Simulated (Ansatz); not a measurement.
# Which way does GaS + CaSe ⇌ GaSe + CaS run?

Plane-wave DFT in Ansatz with scalar-relativistic PAW potentials, cutoff 420 eV, Γ-centred meshes chosen by cell and gap, Gaussian smearing with energies taken to zero width. Every cell was relaxed (cell and atoms) in a run of its own, within the symmetry of its start. Functional: PBEsol.

Total energies hold large constants for each element; a whole number of eV per atom of each element is taken off below, which cancels in a balanced reaction.

| compound | lowest structure computed | structures tried | V (Å³/atom) | gap on mesh (eV) | E (eV per formula unit, common shift removed) |
| --- | --- | --- | --- | --- | --- |
| GaS | P6_3/mmc | 2 | 22.07 | 1.73 | -1.4148 |
| CaSe | Fm-3m | 3 | 25.28 | 1.88 | -4.0400 |
| GaSe | P6_3/mmc | 3 | 24.88 | 1.06 | -1.5225 |
| CaS | Fm-3m | 3 | 22.34 | 2.16 | -4.0539 |

Problem. Work out the reaction energy at 0 K.

Solution. ΔE = E(GaSe) + E(CaS) − E(GaS) − E(CaSe) = -0.122 eV, or -12 kJ per mole of reaction (-30 meV/atom). The right side is lower: Ga takes Se and Ca takes S. All four are computed as solids; where they are solids at ordinary conditions entropy changes little. A lower structure that wasn't tried would shift the value, and mixed crystals may lie lower than either side.

Each cell of GaS, GaSe holds layers, and where no dispersion correction was added their binding is poorly described.